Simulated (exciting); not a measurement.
# Lu (P6_3/mmc) in exciting: single point with PBE

Aim: the single point of Lu with PBE.

Program: exciting (release sodium). These are calculated values, not measurements. Logs are shortened: lines on timing, memory, paths and dates and some standing lists are left out, and cuts for length are marked.

### Step 1. The undisturbed crystal

It takes space group P6_3/mmc (No. 194, hexagonal). The conventional cell has a = 3.503 Å, b = 3.503 Å, c = 5.551 Å, α = 90.00°, β = 90.00°, γ = 120.00°. Lu (site symmetry -6m2) has 12 Lu at 3.43 to 3.50 Å as nearest neighbours.

### Step 2. Single point, PBE (cell strained at random at fixed volume)

run_exciting.py reads:

```python
import subprocess
import xml.etree.ElementTree as ET
from ase.io import read
from ase.units import Bohr

atoms = read("Lu.xyz")
rmt = {'Lu': 2.3}  # bohr
tasks = """
<groundstate do="fromscratch" ngridk="7 7 3" rgkmax="9" gmaxvr="14" lmaxapw="10" lmaxmat="10" lmaxvr="8" xctype="GGA_PBE" stype="Fermi Dirac" swidth="0.00367493" nempty="10" ValenceRelativity="iora*" epsengy="1e-05" epspot="1e-05" maxscl="60" tforce="true" outputlevel="normal"/>
"""

root = ET.Element("input")
ET.SubElement(root, "title").text = "Lu"
structure = ET.SubElement(root, "structure", speciespath="./", tshift="false")
crystal = ET.SubElement(structure, "crystal", scale="1.0")
for vector in atoms.cell / Bohr:
    ET.SubElement(crystal, "basevect").text = " ".join(f"{x:.12f}" for x in vector)
symbols = atoms.get_chemical_symbols()
for element in dict.fromkeys(symbols):
    species = ET.SubElement(structure, "species", speciesfile=element + ".xml", rmt=str(rmt[element]))
    for symbol, position in zip(symbols, atoms.get_scaled_positions(wrap=False)):
        if symbol == element:
            ET.SubElement(species, "atom", coord=" ".join(f"{x:.12f}" for x in position))
root.extend(ET.fromstring("<tasks>" + tasks + "</tasks>"))
ET.indent(root)
ET.ElementTree(root).write("input.xml")
subprocess.run(["exciting_smp"], check=True)
```

Lu.xyz reads:

```xyz
2
Lattice="3.5598310000 -0.0345280000 0.0333320000 -1.8098180000 3.0512710000 -0.0185650000 0.0528160000 -0.0034750000 5.4630350000" Properties=species:S:1:pos:R:3 pbc="T T T"
Lu     1.8095600002      0.9914654166      4.1133092500
Lu    -0.0067310002      2.0218025834      1.3644927500
```

Potentials or basis: all-electron LAPW+lo, shipped species files, valence relativity iora*.

On the command line:

```sh
$ OMP_NUM_THREADS=1 python run_exciting.py
```

The log of the run:

```text
================================================================================
EXCITING SODIUM started
[... 10 lines left out ...]

 Lattice vectors (cartesian) :
      6.7271056443     -0.0652484637      0.0629883512
     -3.4200603576      5.7660665257     -0.0350827655
      0.0998077751     -0.0065667983     10.3236399659

 Reciprocal lattice vectors (cartesian) :
      0.9394963608      0.5571957980     -0.0087285153
      0.0106247975      1.0959886748      0.0005944317
     -0.0056961091      0.0003248340      0.6086763949

 Unit cell volume                           :     398.1031228272
 Brillouin zone volume                      :       0.6230803006

 Species :    1 (Lu)
     parameters loaded from                 :    Lu.xml
     name                                   :    lutetium
     nuclear charge                         :     -71.00000000
     electronic charge                      :      71.00000000
     atomic mass                            :  318945.32950000
     muffin-tin radius                      :       2.30000000
     # of radial points in muffin-tin       :     450

     atomic positions (lattice) :
       1 :   0.66666667  0.33333333  0.75000000
       2 :   0.33333333  0.66666667  0.25000000

 Total number of atoms per unit cell        :       2

 Spin treatment                             :    spin-unpolarised

 Number of Bravais lattice symmetries       :       2
 Number of crystal symmetries               :       2

 k-point grid                               :       7    7    3
 Total number of k-points                   :      74
 k-point set is reduced with crystal symmetries

 R^MT_min * |G+k|_max (rgkmax)              :       9.00000000
 Species with R^MT_min                      :       1 (Lu)
 Maximum |G+k| for APW functions            :       3.91304348
 Maximum |G| for potential and density      :      14.00000000

 G-vector grid sizes                        :      30    30    48
 Total number of G-vectors                  :   18429

 Maximum angular momentum used for
     APW functions                          :      10
     computing H and O matrix elements      :      10
     potential and density                  :       8
     inner part of muffin-tin               :       2

 Total nuclear charge                       :    -142.00000000
 Total electronic charge                    :     142.00000000
 Total core charge                          :      92.00000000
 Total valence charge                       :      50.00000000

 Number of empty states                     :      10
 Total number of valence states             :      36

 Maximum Hamiltonian size                   :     450
 Maximum number of plane-waves              :     410
 Total number of local-orbitals             :      40

 Exchange-correlation type                  :      20
     Perdew-Burke-Ernzerhof, Phys. Rev. Lett. 77, 3865 (1996)
     Generalised gradient approximation (GGA)

 Smearing scheme                            :    Fermi-Dirac
 Smearing width                             :       0.00367493

 Using multisecant Broyden potential mixing
[... 16 lines left out ...]
+ SCF iteration number :    1                                                  +
++++++++++++++++++++++++++++++++++++++++++++++++++++++++++++++++++++++++++++++++
 Total energy                               :    -29144.17968807
 _______________________________________________________________
 Fermi energy                               :         0.28102426
 Kinetic energy                             :     32521.26148146
 Coulomb energy                             :    -61061.26241601
 Exchange energy                            :      -595.69885322
 Correlation energy                         :        -8.47990030

 DOS at Fermi energy (states/Ha/cell)       :       109.34517374

 Electron charges :
     core                                   :        92.00000000
     core leakage                           :         0.00005329
     valence                                :        50.00000000
     interstitial                           :         5.61556387
     charge in muffin-tin spheres :
                  atom     1    Lu          :        68.19221807
                  atom     2    Lu          :        68.19221807
     total charge in muffin-tins            :       136.38443613
     total charge                           :       142.00000000

++++++++++++++++++++++++++++++++++++++++++++++++++++++++++++++++++++++++++++++++
+ SCF iteration number :    2                                                  +
++++++++++++++++++++++++++++++++++++++++++++++++++++++++++++++++++++++++++++++++
 Total energy                               :    -29161.06539813
 _______________________________________________________________
 Fermi energy                               :         0.27968515
 Kinetic energy                             :     32511.62427853
 Coulomb energy                             :    -61068.14632776
 Exchange energy                            :      -596.05940713
 Correlation energy                         :        -8.48394178

 DOS at Fermi energy (states/Ha/cell)       :       110.08001110

 Electron charges :
     core                                   :        92.00000000
     core leakage                           :         0.00005204
     valence                                :        50.00000000
     interstitial                           :         5.54196784
     charge in muffin-tin spheres :
                  atom     1    Lu          :        68.22901608
                  atom     2    Lu          :        68.22901608
     total charge in muffin-tins            :       136.45803216
     total charge                           :       142.00000000

 RMS change in effective potential (target) :  0.302143E-01  ( 0.100000E-04)
 Absolute change in total energy   (target) :   16.8857      ( 0.100000E-04)
 Charge distance                   (target) :  0.189646E-02  ( 0.100000E-04)
 Abs. change in max-nonIBS-force   (target) :  0.280015E-01  ( 0.500000E-04)

++++++++++++++++++++++++++++++++++++++++++++++++++++++++++++++++++++++++++++++++
+ SCF iteration number :    3                                                  +
++++++++++++++++++++++++++++++++++++++++++++++++++++++++++++++++++++++++++++++++
 Total energy                               :    -29162.11360120
 _______________________________________________________________
 Fermi energy                               :         0.27952824
 Kinetic energy                             :     32510.36169304
 Coulomb energy                             :    -61067.91727620
 Exchange energy                            :      -596.07373454
 Correlation energy                         :        -8.48428350

 DOS at Fermi energy (states/Ha/cell)       :       110.28113556

 Electron charges :
     core                                   :        92.00000000
     core leakage                           :         0.00005196
     valence                                :        50.00000000
     interstitial                           :         5.52088971
     charge in muffin-tin spheres :
                  atom     1    Lu          :        68.23955515
                  atom     2    Lu          :        68.23955515
     total charge in muffin-tins            :       136.47911029
     total charge                           :       142.00000000
[... 280 lines left out ...]
 Electron charges :
     core                                   :        92.00000000
     core leakage                           :         0.00005189
     valence                                :        50.00000000
     interstitial                           :         5.49251108
     charge in muffin-tin spheres :
                  atom     1    Lu          :        68.25374446
                  atom     2    Lu          :        68.25374446
     total charge in muffin-tins            :       136.50748892
     total charge                           :       142.00000000

 RMS change in effective potential (target) :  0.277805E-07  ( 0.100000E-04)
 Absolute change in total energy   (target) :  0.399290E-06  ( 0.100000E-04)
 Charge distance                   (target) :  0.898283E-08  ( 0.100000E-04)
 Abs. change in max-nonIBS-force   (target) :  0.125546E-06  ( 0.500000E-04)

++++++++++++++++++++++++++++++++++++++++++++++++++++++++++++++++++++++++++++++++
+ SCF iteration number :   14                                                  +
++++++++++++++++++++++++++++++++++++++++++++++++++++++++++++++++++++++++++++++++
 Total energy                               :    -29162.29339739
 _______________________________________________________________
 Fermi energy                               :         0.27995815
 Kinetic energy                             :     32509.12231285
 Coulomb energy                             :    -61066.86363166
 Exchange energy                            :      -596.06755270
 Correlation energy                         :        -8.48452588

 DOS at Fermi energy (states/Ha/cell)       :       110.50391135

 Electron charges :
     core                                   :        92.00000000
     core leakage                           :         0.00005189
     valence                                :        50.00000000
     interstitial                           :         5.49251108
     charge in muffin-tin spheres :
                  atom     1    Lu          :        68.25374446
                  atom     2    Lu          :        68.25374446
     total charge in muffin-tins            :       136.50748892
     total charge                           :       142.00000000

 RMS change in effective potential (target) :  0.636571E-08  ( 0.100000E-04)
 Absolute change in total energy   (target) :  0.674446E-05  ( 0.100000E-04)
 Charge distance                   (target) :  0.251612E-08  ( 0.100000E-04)
 Abs. change in max-nonIBS-force   (target) :  0.132257E-07  ( 0.500000E-04)

++++++++++++++++++++++++++++++++++++++++++++++++++++++++++++++++++++++++++++++++
| Convergency criteria checked for the last 2 iterations                       +
| Convergence targets achieved. Performing final SCF iteration                 +
++++++++++++++++++++++++++++++++++++++++++++++++++++++++++++++++++++++++++++++++
 Total energy                               :    -29162.29339722
 _______________________________________________________________
 Fermi energy                               :         0.27995815
 Kinetic energy                             :     32509.12231305
 Coulomb energy                             :    -61066.86363169
 Exchange energy                            :      -596.06755271
 Correlation energy                         :        -8.48452588

 DOS at Fermi energy (states/Ha/cell)       :       110.50391035

 Electron charges :
     core                                   :        92.00000000
     core leakage                           :         0.00005189
     valence                                :        50.00000000
     interstitial                           :         5.49251109
     charge in muffin-tin spheres :
                  atom     1    Lu          :        68.25374446
                  atom     2    Lu          :        68.25374446
     total charge in muffin-tins            :       136.50748891
     total charge                           :       142.00000000

++++++++++++++++++++++++++++++++++++++++++++++++++++++++++++++++++++++++++++++++
+ Self-consistent loop stopped                                                 +
++++++++++++++++++++++++++++++++++++++++++++++++++++++++++++++++++++++++++++++++
 STATE.OUT is written

--------------------------------------------------------------------------------
- Writing atomic positions and forces                                          -
--------------------------------------------------------------------------------

 Atomic positions (lattice) :
 atom     1  Lu  :     0.66666667    0.33333333    0.75000000
 atom     2  Lu  :     0.33333333    0.66666667    0.25000000

 Total atomic forces including IBS (cartesian) :
 atom     1  Lu  :    -0.00040623    0.00029021    0.00010120
 atom     2  Lu  :     0.00040623   -0.00029021   -0.00010120

 Atomic force components including IBS (cartesian) :
 atom     1  Lu  :     0.02302108   -0.01953251    0.00223524   HF force
                 :    -0.02734304    0.02296997   -0.00217453   core correction
                 :     0.00391573   -0.00314724    0.00004048   IBS correction
 atom     2  Lu  :    -0.02302108    0.01953251   -0.00223524   HF force
                 :     0.02734304   -0.02296997    0.00217453   core correction
                 :    -0.00391573    0.00314724   -0.00004048   IBS correction

********************************************************************************
[... 7 lines left out ...]
| EXCITING SODIUM stopped                                                      =
================================================================================
```

It took 5.6 min on 1 thread of Arm Neoverse V1, shared host; peak memory 0.15 GiB.

Results:

```yaml
Free_energy: -793546.5554 eV
Largest_force: 0.026 eV/Å
Band_gap_on_the_k_mesh: none (metal or under the smearing width)
All_electrons_inside_the_program's_atomic_spheres: Lu 68.25 (radii Lu 2.3 bohr)
Density_of_states_at_the_Fermi_level: 4.06 states/eV per cell
```

Forces on the atoms (eV/Å):
```
Lu  -0.021  0.015  0.005
Lu   0.021 -0.015 -0.005
```

Caveat: the k mesh is coarse (spacing up to 0.38 Å⁻¹), so the values aren't converged; the log's total energy holds no entropy term; the free energy is that total less TS from the occupations. The run has no spin-orbit coupling, so splittings on Lu are missing.
